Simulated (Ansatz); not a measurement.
Working through a Delta-SCF excitation of NaI, space group Pmma

Computed with Ansatz's Python interface.

At the Python prompt:
```pycon
>>> import ansatz
>>> lattice = ansatz.Lattice.of(
...     (4.62220931, 0.0, 0.0),
...     (0.0, 4.2697016, 0.0),
...     (0.0, 0.0, 7.798384),
... )
>>> sites = [
...     ("Na", (0.25, 0.5, 0.275031)),
...     ("Na", (0.75, 0.5, 0.724969)),
...     ("I", (0.25, 0.0, 0.742427)),
...     ("I", (0.75, 0.0, 0.257573)),
... ]
>>> cell = ansatz.Crystal(lattice=lattice)
>>> for symbol, position in sites:
...     cell = cell.atom(symbol, position)
...
>>> len(cell.resolved().sites)
4
>>> ground = (
...     cell.calculation()
...     .functional("PBEsol")
...     .pseudopotentials("paw")
...     .basis(41 * ansatz.Ry)
...     .kpoints(1, 1, 1)
...     .occupations("fermi_dirac", width=0.01)
...     .scf(extra_bands=4)
...     .band_table()
... )
>>> excited = ground.excitation(hole_k=0, hole_band="v1", hole_track="overlap", particle_k=0, particle_band="c1", particle_track="overlap")
>>> low, high = ground.run(threads=1).report, excited.run(threads=1).report
RunWarning: ΔSCF hole (k=0): cluster selection [23, 24], counted from 0, overshoots the anchor rank 1 — it holds more bands than the level has, and the excitation is spread over them until it fits. The followed level could not be told apart from these bands; if that still stands when the run converges, tighten [...]
>>> share = low["kweights"][0]
>>> top = round(low["n_electrons"] / 2)
>>> print("Kohn-Sham gap at the first k-point:", round(low["eigenvalues_ev"][0][top] - low["eigenvalues_ev"][0][top - 1], 3), "eV")
Kohn-Sham gap at the first k-point: 2.652 eV
>>> print("energy difference per cell:", round(high["lagrangian_ev"] - low["lagrangian_ev"], 4), "eV; weight of the point", round(share, 4))
energy difference per cell: 2.8677 eV; weight of the point 1.0
>>> print("per electron moved:", round((high["lagrangian_ev"] - low["lagrangian_ev"]) / share, 3), "eV")
per electron moved: 2.868 eV
```

Notes:
- Semilocal gaps usually lie well under measured ones.
- The computed bands are complete only to about 4.4 eV above the Fermi level.
- Energy and stress may still move on a finer k-point mesh.
- The structure comes from a database of computed cells and needn't be a stable or known phase.
- Levels are Kohn-Sham eigenvalues on this mesh, without spin-orbit coupling.
- Warnings are shown shortened and without file and line.
- One k-point of a small cell stands for a dense array of excitations, so this isn't the optical gap of the solid.
- It ran for 2 s on 1 thread of Intel(R) Xeon(R) 6975P-C (Granite Rapids) (shared host), peak memory 0.42 GiB.

(Lines on the test bed's own set-up are left out of the output.)
